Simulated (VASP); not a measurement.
# Na (Pm-3m) in VASP: further runs

Runs on Na. Level: BLYP. Tasks: single point.

Everything below comes from runs of VASP 6.6.1. Logs are shortened: lines on timing, memory, paths and dates and some standing lists are left out, and cuts for length are marked.

## (1) The structure

Symmetry: Pm-3m, No. 221, cubic system. Conventional cell: a = 3.463 Å, b = 3.463 Å, c = 3.463 Å, α = 90.00°, β = 90.00°, γ = 90.00°. Around Na (site symmetry m-3m) lie 6 Na at 3.46 Å.

This isn't the form of Na at room conditions, which is bcc.

## (2) Single point, BLYP

INCAR

```
SYSTEM = Na
PREC     = Accurate       ! precision mode
ENCUT    = 520            ! plane-wave cutoff, eV
EDIFF    = 1E-6           ! SCF threshold, eV
ISMEAR   = -1             ! smearing method
SIGMA    = 0.1            ! smearing width, eV
LREAL    = .False.        ! projectors in reciprocal space
LASPH    = .True.         ! aspherical terms in the spheres
NELM     = 60             ! most SCF steps
ALGO     = Normal         ! electronic algorithm
ISIF     = 2              ! what is computed and relaxed
LWAVE    = .False.        ! write WAVECAR
LCHARG   = .False.        ! write CHGCAR
GGA      = B5             ! functional
ALDAX    = 1.0          
AGGAX    = 1.0          
AGGAC    = 1.0          
ALDAC    = 0.0          
NBANDS   = 10             ! bands
```

KPOINTS

```
Automatic mesh
0
Gamma
  15 15 15
  0 0 0
```

POSCAR

```
Na
1.0
    3.4629935964      0.0000000000      0.0000000000
    0.0000000000      3.4629935964      0.0000000000
    0.0000000000      0.0000000000      3.4629935964
Na
1
Direct
    0.0000000000      0.0000000000      0.0000000000
```

Potentials or basis: VASP PAW PBE potentials, release 64 (Na_pv).

The run is started by

```console
$ cat potpaw_PBE.64/Na_pv/POTCAR > POTCAR
$ mpirun -np 1 vasp_std > vasp.out
```

OUTCAR:

```text
SYSTEM = Na
   PREC = Accurate
   ENCUT = 520
   EDIFF = 1E-6
   ISMEAR = -1
   LREAL = .False.
   LASPH = .True.
   NELM = 60
   ISIF = 2
   GGA = B5

 ion  position               nearest neighbor table
   1  0.000  0.000  0.000-

  LATTYP: Found a simple cubic cell.
 ALAT       =     3.4629935964

  Lattice vectors:

 A1 = (   3.4629935964,   0.0000000000,   0.0000000000)
 A2 = (   0.0000000000,   3.4629935964,   0.0000000000)
 A3 = (   0.0000000000,   0.0000000000,   3.4629935964)

Analysis of symmetry for initial positions (statically):
=====================================================================
 Subroutine PRICEL returns:
 Original cell was already a primitive cell.

 Routine SETGRP: Setting up the symmetry group for a
 simple cubic supercell.

 Subroutine GETGRP returns: Found 48 space group operations
 (whereof 48 operations were pure point group operations)
 out of a pool of 48 trial point group operations.

The static configuration has the point symmetry O_h .

Analysis of symmetry for dynamics (positions and initial velocities):
=====================================================================
 Subroutine PRICEL returns:
 Original cell was already a primitive cell.

 Routine SETGRP: Setting up the symmetry group for a
 simple cubic supercell.

 Subroutine GETGRP returns: Found 48 space group operations
 (whereof 48 operations were pure point group operations)
 out of a pool of 48 trial point group operations.

The dynamic configuration has the point symmetry O_h .

 Subroutine INISYM returns: Found 48 space group operations
 (whereof 48 operations are pure point group operations),
 and found     1 'primitive' translations

----------------------------------------------------------------------------------------

                                     Primitive cell

  volume of cell :      41.5293

  direct lattice vectors                    reciprocal lattice vectors
     3.462993596  0.000000000  0.000000000     0.288767499  0.000000000  0.000000000
     0.000000000  3.462993596  0.000000000     0.000000000  0.288767499  0.000000000
     0.000000000  0.000000000  3.462993596     0.000000000  0.000000000  0.288767499

  length of vectors
     3.462993596  3.462993596  3.462993596     0.288767499  0.288767499  0.288767499

  position of ions in fractional coordinates (direct lattice)
     0.000000000  0.000000000  0.000000000

  ion indices of the primitive-cell ions
   primitive index   ion index
                 1           1

----------------------------------------------------------------------------------------

 KPOINTS: Automatic mesh

Automatic generation of k-mesh.
 Grid dimensions read from file:
 generate k-points for:   15   15   15

 Generating k-lattice:

  Cartesian coordinates                     Fractional coordinates (reciprocal lattice)
     0.019251167  0.000000000  0.000000000     0.066666667  0.000000000  0.000000000
     0.000000000  0.019251167  0.000000000     0.000000000  0.066666667  0.000000000
     0.000000000  0.000000000  0.019251167     0.000000000  0.000000000  0.066666667

  Length of vectors
     0.019251167  0.019251167  0.019251167

  Shift w.r.t. Gamma in fractional coordinates (k-lattice)
     0.000000000  0.000000000  0.000000000

 Subroutine IBZKPT returns following result:
 ===========================================

 Found    120 irreducible k-points:

 Following reciprocal coordinates:
            Coordinates               Weight
  0.000000  0.000000  0.000000      1.000000
  0.066667  0.000000  0.000000      6.000000
  0.133333  0.000000  0.000000      6.000000
  0.200000  0.000000  0.000000      6.000000
  0.266667  0.000000  0.000000      6.000000
  0.333333  0.000000  0.000000      6.000000
[... 16 lines left out ...]
  0.266667  0.200000  0.000000     24.000000
  0.333333  0.200000  0.000000     24.000000
 [... further k-points ...]
   k-points           NKPTS =    120   k-points in BZ     NKDIM =    120   number of bands    NBANDS=     10
   number of dos      NEDOS =    301   number of ions     NIONS =      1
   total plane-waves  NPLWV =  21952
   dimension x,y,z NGX =    28 NGY =   28 NGZ =   28
   dimension x,y,z NGXF=    56 NGYF=   56 NGZF=   56
   ions per type =               1
   NGX,Y,Z   is equivalent  to a cutoff of  13.44, 13.44, 13.44 a.u.
   NGXF,Y,Z  is equivalent  to a cutoff of  26.88, 26.88, 26.88 a.u.
 SYSTEM =  Na
   PREC   = accura    normal or accurate (medium, high low for compatibility)
   ISTART =      0    job   : 0-new  1-cont  2-samecut
   ICHARG =      2    charge: 1-file 2-atom 10-const
   ISPIN  =      1    spin polarized calculation?
   LNONCOLLINEAR =      F non collinear calculations
   LSORBIT =      F    spin-orbit coupling
   LASPH  =      T    aspherical Exc in radial PAW
   ENCUT  =  520.0 eV  38.22 Ry    6.18 a.u.   6.44  6.44  6.44*2*pi/ulx,y,z
   NELM   =     60;   NELMIN=  2; NELMDL= -5     # of ELM steps
   EDIFF  = 0.1E-05   stopping-criterion for ELM
[... 8 lines left out ...]
   TEBEG  =    0.0;   TEEND  =   0.0 temperature during run
   PSTRESS=    0.0 pullay stress
   NELECT =       7.0000    total number of electrons
   NUPDOWN=      -1.0000    fix difference up-down
   EMIN   =  10.00;   EMAX   =-10.00  energy-range for DOS
   EFERMI =   0.00;   METHOD = LEGACY
   ISMEAR =    -1;   SIGMA  =   0.10  broadening in eV -4-tet -1-fermi 0-gaus
   EFERMI_NEDOS =   21; number of points for ismear=-14 and -15
   IALGO  =     38    algorithm
   IMIX   =      4    mixing-type and parameters
     AMIX     =   0.40;   BMIX     =  1.00
     AMIX_MAG =   1.60;   BMIX_MAG =  1.00
  volume/ion in A,a.u.               =      41.53       280.25
  Fermi-wavevector in a.u.,A,eV,Ry     =   0.904321  1.708918 11.126790  0.817796
  Thomas-Fermi vector in A             =   2.027753
   LORBIT       =      0    0 simple, 1 ext, 2 COOP (PROOUT), +10 PAW based schemes
   GGA     = B5    functional components
   LHFCALC =     F    Hartree Fock is set to
   AEXX    =    0.0000 exact exchange contribution
   IVDW    =     0    specifies the selected vdW correction
   LEPSILON=     F    determine dielectric tensor
   LRPA    =     F    only Hartree local field effects (RPA)
 non-spin polarized calculation
  energy-cutoff  :      520.00
  volume of cell :       41.53
 maximum number of plane-waves:      1141
 NGX is ok and might be reduce to    28
   NGX = 13   NGY = 13   NGZ = 13

 number of electron       7.0000000 magnetization

 Free energy of the ion-electron system (eV)
  ---------------------------------------------------
  ext. energy  EPLUGINS =         0.00000000
  ---------------------------------------------------
  free energy    TOTEN  =        -0.84063118 eV

  energy without entropy =       -0.82368023  energy(sigma->0) =       -0.83215571

 E-fermi :   0.4361     XC(G=0):  -5.7952

 val. band max:        0.4207180511   @ k =   0.3333   0.3333   0.1333
 cond. band min:       0.5297475113   @ k =   0.4000   0.2667   0.1333
 fundamental gap:      0.1090294602
 Fermi energy:         0.4360660047

 k-point     1 :       0.0000    0.0000    0.0000
  band No.  band energies     occupation
      1     -25.0308      2.00000
      2     -25.0308      2.00000
      3     -25.0308      2.00000
      4      -2.6116      2.00000
      5       8.4531      0.00000
      6       8.4531      0.00000
      7       9.5544      0.00000
      8       9.5544      0.00000
      9       9.5544      0.00000
     10      12.4356      0.00000

 k-point     2 :       0.0667    0.0000    0.0000
  band No.  band energies     occupation
      1     -25.0325      2.00000
      2     -25.0306      2.00000
      3     -25.0306      2.00000
      4      -2.5541      2.00000
      5       7.6312      0.00000
      6       8.5047      0.00000
      7       9.6011      0.00000
      8       9.6011      0.00000
      9      10.1701      0.00000
     10      12.7803      0.00000

 k-point     3 :       0.1333    0.0000    0.0000
  band No.  band energies     occupation
      1     -25.0375      2.00000
      2     -25.0302      2.00000
      3     -25.0302      2.00000
      4      -2.3820      2.00000
      5       6.4001      0.00000
      6       8.6585      0.00000
      7       9.7415      0.00000
      8       9.7415      0.00000
      9      10.8150      0.00000
     10      13.7756      0.00000

 k-point     4 :       0.2000    0.0000    0.0000
  band No.  band energies     occupation
      1     -25.0447      2.00000
      2     -25.0296      2.00000
      3     -25.0296      2.00000
      4      -2.0963      2.00000
      5       5.1678      0.00000
      6       8.9116      0.00000
      7       9.9757      0.00000
      8       9.9757      0.00000
      9      11.3013      0.00000
     10      15.1730      0.00000
[... 222 lines left out ...]
 k-point    22 :       0.2000    0.2000    0.0000
  band No.  band energies     occupation
      1     -25.0438      2.00000
      2     -25.0430      2.00000
      3     -25.0285      2.00000
      4      -1.5849      2.00000
      5       5.3172      0.00000
      6       6.0502      0.00000
      7      10.3978      0.00000
      8      10.5103      0.00000
      9      12.9921      0.00000
     10      14.5040      0.00000

 k-point    23 :       0.2667    0.2000    0.0000
  band No.  band energies     occupation
      1     -25.0516      2.00000
      2     -25.0426      2.00000
      3     -25.0278      2.00000
      4      -1.1904      2.00000
      5       4.4218      0.00000
      6       6.1314      0.00000
      7      10.5950      0.00000
      8      10.7263      0.00000
      9      12.1498      0.00000
     10      15.1838      0.00000

 k-point    24 :       0.3333    0.2000    0.0000
  band No.  band energies     occupation
      1     -25.0594      2.00000
      2     -25.0418      2.00000
      3     -25.0271      2.00000
      4      -0.6868      1.99997
      5       3.3610      0.00000
      6       6.5588      0.00000
      7      10.1388      0.00000
      8      11.1487      0.00000
      9      12.0383      0.00000
     10      14.6556      0.00000

 [... further k-points ...]
[... 5 lines left out ...]
  --------------------------------------------------------------------------------------
  -------------------------------------------------------------------------------------
  Total       -0.0045316     -0.0045316     -0.0045316      0.0000000      0.0000000     -0.0000000
  in kB       -0.1748272     -0.1748272     -0.1748272      0.0000000      0.0000000     -0.0000000
  external PRESSURE =      -0.1748272 kB  Pullay stress =       0.0000000 kB

 VOLUME and BASIS-vectors are now :
 -----------------------------------------------------------------------------
  energy-cutoff  :      520.00
  volume of cell :       41.53
      direct lattice vectors                 reciprocal lattice vectors
     3.462993596  0.000000000  0.000000000     0.288767499  0.000000000  0.000000000
     0.000000000  3.462993596  0.000000000     0.000000000  0.288767499  0.000000000
     0.000000000  0.000000000  3.462993596     0.000000000  0.000000000  0.288767499

 POSITION                                       TOTAL-FORCE (eV/Angst)
 -----------------------------------------------------------------------------------
      0.00000      0.00000      0.00000         0.000000      0.000000      0.000000
 -----------------------------------------------------------------------------------
    total drift:                               -0.000000     -0.000000     -0.000000

  FREE ENERGIE OF THE ION-ELECTRON SYSTEM (eV)
  ---------------------------------------------------
  free  energy   TOTEN  =        -0.8406311827 eV

  energy  without entropy=       -0.8236802316  energy(sigma->0) =       -0.83215571
```

It took 13 s on 1 thread of Intel Xeon 6975P-C (Granite Rapids), shared host; peak memory 0.17 GiB.

What came out:

| Quantity | Value |
| --- | --- |
| Free energy | -0.8406 eV |
| Pressure | 0.0 GPa |
| Band gap on the k mesh | none (metal or under the smearing width) |

Caveat: the PAW data sets were made with another functional, which shifts forces and pressure a little.

## (3) Single point, BLYP

This run uses another cell than the first one, of 36.55 Å³/atom, 0.880 times its volume.

INCAR

```
SYSTEM = Na
AGGAC = 1.0
AGGAX = 1.0
ALDAC = 0.0
ALDAX = 1.0
ALGO = Fast
EDIFF = 1E-6
ENCUT = 520
GGA = B5
ISIF = 2
ISMEAR = -1
LASPH = .True.
LCHARG = .False.
LREAL = .False.
LWAVE = .False.
NBANDS = 10
NELM = 80
PREC = Accurate
SIGMA = 0.1
```

KPOINTS

```
k-points
0
Gamma
  10 10 10
  0 0 0
```

POSCAR

```
Na
1.0
    3.3185312566      0.0000000000      0.0000000000
    0.0000000000      3.3185312566      0.0000000000
    0.0000000000      0.0000000000      3.3185312566
Na
1
Direct
    0.0000000000      0.0000000000      0.0000000000
```

Potentials or basis: VASP PAW PBE potentials, release 64 (Na_pv).

The run is started by

```console
$ cat potpaw_PBE.64/Na_pv/POTCAR > POTCAR
$ mpirun -np 1 vasp_std > vasp.out
```

It took 9.4 s on 1 thread of Intel Xeon 6975P-C (Granite Rapids), shared host; peak memory 0.14 GiB.

It converged, with:

```yaml
Free_energy: -0.8304 eV
Pressure: 0.8 GPa
Band_gap_on_the_k_mesh: none (metal or under the smearing width)
```

Levels at points of the mesh, in eV from the Fermi level:
```
           k point  band 1  band 2  band 3  band 4  band 5  band 6
(0.00, 0.00, 0.00)  -25.50  -25.50  -25.50   -3.39    8.48    8.48
(0.50, 0.00, 0.00)  -25.56  -25.49  -25.49    0.04    0.06   10.78
(0.50, 0.50, 0.00)  -25.55  -25.55  -25.49    3.05    3.05    3.36
(0.50, 0.50, 0.50)  -25.54  -25.54  -25.54    6.07    6.07    6.07
```

Caveat: the PAW data sets were made with another functional, which shifts forces and pressure a little.

[end of part 1 of 2]
